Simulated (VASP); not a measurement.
## GaAs: relaxation of cell and atoms with LDA

The system is GaAs.

```
Ga As
1.0
     0.00000    2.80531    2.80531
     2.80531    0.00000    2.80531
     2.80531    2.80531    0.00000
Ga As
1 1
Direct
  0.00000 0.00000 0.00000
  0.25000 0.25000 0.25000
```

```
Program                : VASP 6.6.1
Task                   : relaxation of cell and atoms
Functional             : LDA
Potentials or basis    : VASP PAW LDA potentials, release 64 (Ga_d, As)
Cutoff                 : 600 eV
k mesh                 : 10 × 10 × 10
Occupations            : gaussian, width 0.03 eV
Spin                   : no spin polarisation
Further INCAR settings : ALGO = Normal; EDIFF = 1e-07; IBRION = 2; EDIFFG = -0.005; NSW = 90; ISIF = 3
```

```yaml
Pressure_after_relaxing: 0.0 GPa
Band_gap_on_the_k_mesh: 0.51 eV, direct
```

Final structure:
```
Ga As
1.0
     0.00000    2.80531    2.80531
     2.80531    0.00000    2.80531
     2.80531    2.80531    0.00000
Ga As
1 1
Cartesian
  0.0000 0.0000 0.0000
  1.4027 1.4027 1.4027
```

Levels at points of the mesh, in eV from the valence-band top:
```tsv
k point	band 6	band 7	band 8	band 9	band 10	band 11	band 12	band 13
(0.00, 0.00, 0.00)	-12.93	0.00	0.00	0.00	0.51	3.68	3.68	3.68
(0.50, 0.00, 0.00)	-11.10	-6.82	-1.18	-1.18	0.93	4.59	4.59	7.59
(0.50, 0.50, 0.00)	-10.32	-6.98	-2.77	-2.77	1.30	1.54	10.23	10.23
```

Run time: 24 s on 1 thread of AMD EPYC 7R13 Processor (Zen 3) (shared host), peak memory 0.14 GiB.

Caveat: the relaxation stopped at its first step, so nothing moved. As with any semilocal functional, this LDA gap is likely too small.
